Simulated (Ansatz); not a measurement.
**Ni under changes of volume**

One of the cells (10.569 Å³/atom); the others are scaled copies at fixed shape and fractional positions:

```
CELL_PARAMETERS angstrom
2.44802 0.00000 0.00000
-1.22401 2.12005 0.00000
0.00000 0.00000 4.07281
ATOMIC_POSITIONS crystal
Ni 0.66667 0.33333 0.75000
Ni 0.33333 0.66667 0.25000
```

This isn't the form of Ni at room conditions, which is fcc.

| Property | Result |
| --- | --- |
| Program | Ansatz 0.2.0 |
| Functional | PBEsol |
| Potentials or basis | Ansatz PAW |
| Cutoff | 420 eV (not typed: the program's choice for these potentials) |
| k mesh | 12 × 12 × 7 |
| Occupations | fermi-dirac, width 0.05 eV |
| Spin | collinear spin, ferromagnetic start |
| Starting moments | [1.0, 1.0] μB |

```csv
volume (Å³/atom),energy over the lowest point (meV/atom),pressure (GPa),moment (μB per cell)
9.935,17.26,12.2,1.24
10.146,5.08,6.5,1.26
10.357,0.00,1.5,1.28
10.569,1.22,-3.0,1.30
10.780,?,?,?
10.992,19.83,-10.6,1.34
11.203,36.06,-13.7,1.35
```

Q: What does the run at 10.780 Å³/atom give?

A: Energy over the lowest point 8.03 meV/atom; pressure -7.0 GPa; moment 1.32 μB per cell.

Worked out: A Birch-Murnaghan fit of order 3 (a polynomial in V^(-2/3)) to the other rows has its minimum at 10.42 Å³/atom with B0 = V·E''(V) = 227 GPa and B' = 4.8 at fixed shape and positions, which overstates the stiffness. It gives 8.01 meV/atom at 10.780 Å³/atom, against the run's 8.03, and -dE/dV = -7.1 GPa, against -7.0. A straight line through the other rows of the moment, of slope 0.089 μB per Å³/atom, gives 1.32 μB, against the run's 1.32.

Energies are extrapolated to zero smearing.

Caveats: the PAW data sets come from PBE, with cores solved anew for the run's functional, which leaves a small shift of forces and pressure.
